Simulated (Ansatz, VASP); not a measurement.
# Two plane-wave programs on KF

```
K F
1.0
     0.00000    2.61854    2.61854
     2.61854    0.00000    2.61854
     2.61854    2.61854    0.00000
K F
1 1
Direct
  0.00000 0.00000 0.00000
  0.50000 0.50000 0.50000
```

Change from the starting cell: volume scaled by 0.96, PAW files.

Alike in both runs: task electric field gradients; functional r2SCAN; k mesh 9 × 9 × 9; occupations fermi-dirac, width 0.02 eV; no spin polarisation.

|  | VASP | Ansatz |
| --- | --- | --- |
| version | VASP 6.6.1 | Ansatz 0.2.0 |
| potentials or method | VASP PAW PBE potentials, release 64 (K_sv, F) | PAW with Ansatz's default frozen-core files, scalar-relativistic |
| plane-wave cutoff (eV) | 520 | 500 |
| valence electrons in the cell | 16 | 16 |

|  | VASP | Ansatz | Ansatz less VASP |
| --- | --- | --- | --- |
| gap on the k mesh at the Fermi level (eV) | 7.17 | 7.17 | +0.001 |
| pressure (GPa) | 1.8 | 1.8 | 0.00 |
| Vzz of the field gradient on the site that differs most (V/Å²) | 0.0 | 0.0 | -0.01 |

Caveats: the PAW data sets were made with another functional, which shifts forces and pressure a little (VASP); an odd mesh through Γ misses points on the zone boundary, where band edges often lie.
